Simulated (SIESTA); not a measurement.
Ga:

```xyz
2
Lattice="1.4500 -4.0650 0.0000 1.4500 4.0650 0.0000 0.0000 0.0000 3.1700" Properties=species:S:1:pos:R:3 pbc="T T T"
Ga    1.4881    3.0120    2.3844
Ga    1.4634   -2.9140    0.8305
```

This isn't the form of Ga at room conditions, which is orthorhombic.

The cell isn't the ideal one: atoms moved at random, drawn with an rms of 0.05 Å.

Base run:

* Program: SIESTA 5.4.2
* Functional: PBEsol
* Potentials or basis: PseudoDojo 0.4 standard (PBEsol files)
* Basis: DZP (energy shift 0.003 Ry; two zetas on semicore shells)
* Grid cutoff: 800 Ry
* Energy shift: 0.003 Ry
* k mesh: 10 × 10 × 8
* Occupations: fermi-dirac, width 0.05 eV
* Spin: no spin polarisation

Its results: band gap on the k mesh none (metal or under the smearing width); pressure -2.3 GPa; largest force 0.049 eV/Å.

Q: The run is repeated on the same cell with these changes: functional from PBEsol to PBE; potentials or basis from PseudoDojo 0.4 standard (PBEsol files) to PseudoDojo 0.4 standard (PBE files). What comes out?

A: Band gap on the k mesh none (metal or under the smearing width); pressure 1.2 GPa; largest force 0.059 eV/Å.

Caveats: the basis of atomic orbitals isn't converged, which shifts pressures, moduli and gaps.
